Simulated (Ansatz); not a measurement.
Here is an Ansatz 0.2.0 calculation.

Contents of input.yaml:

```yaml
crystal:
  lattice:
    - [-1.974727, 1.974727, 3.014058]
    - [1.974727, -1.974727, 3.014058]
    - [1.974727, 1.974727, -3.014058]
  atoms:
    - { symbol: O, position: [0.875, 0.959798, 0.584798] }
    - { symbol: O, position: [0.375, 0.290202, 0.415202] }
    - { symbol: O, position: [0.040202, 0.625, 0.915202] }
    - { symbol: O, position: [0.709798, 0.125, 0.084798] }
    - { symbol: C, position: [0.0, 0.0, 0.0] }
    - { symbol: C, position: [0.75, 0.25, 0.5] }
hamiltonian:
  xc: r2scan
  pseudopotentials: { kind: paw }
kpoints:
  mp_grid: { grid: [9, 9, 9] }
  band_path:
    path:
      - [[0.0, 0.0, 0.0], [0.5, -0.5, 0.0], [0.5, -0.5, 0.2146253035], [0.3573126517, -0.3573126517, 0.3573126517], [0.0, 0.0, 0.0], [0.5, 0.5, -0.5], [0.6426873483, 0.3573126517, -0.3573126517], [0.5, 0.0, 0.0], [0.75, -0.25, -0.25], [0.7853746965, 0.2146253035, -0.5], [0.5, 0.5, -0.5]]
      - [[0.5, -0.5, 0.0], [0.75, -0.25, -0.25]]
    npoints: 14
scf:
  occupations: { method: fermi_dirac, width: 0.05 }
  n_extra_bands: 15
output:
  forces: true
  stress: true
  eigenvalues: true
  fatbands: true
```

Potentials or basis: Ansatz PAW.

Command:

```bash
$ ansatz run input.yaml --threads 2 --pin off --max-ram 5632MiB --backend cpu --events-out ev --progress --plain --runs-dir out
```

Predict the band gap along the path.

8.51 eV, indirect (least direct gap 8.91 eV).

Predict the band gap on the k mesh.

8.52 eV, indirect (least direct gap 8.91 eV).

What does it give for the largest force?

0.272 eV/Å.

Forces on the atoms (eV/Å):
```
O    0.272  0.000  0.000
O   -0.272  0.000  0.000
O    0.000 -0.272  0.000
O    0.000  0.272  0.000
C    0.000  0.000  0.000
C    0.000  0.000  0.000
```

Caveat: the PAW data sets come from PBE, with cores solved anew for the run's functional, which leaves a small shift of forces and pressure. r2SCAN opens gaps a little over a GGA but as a rule still falls short of measured ones.
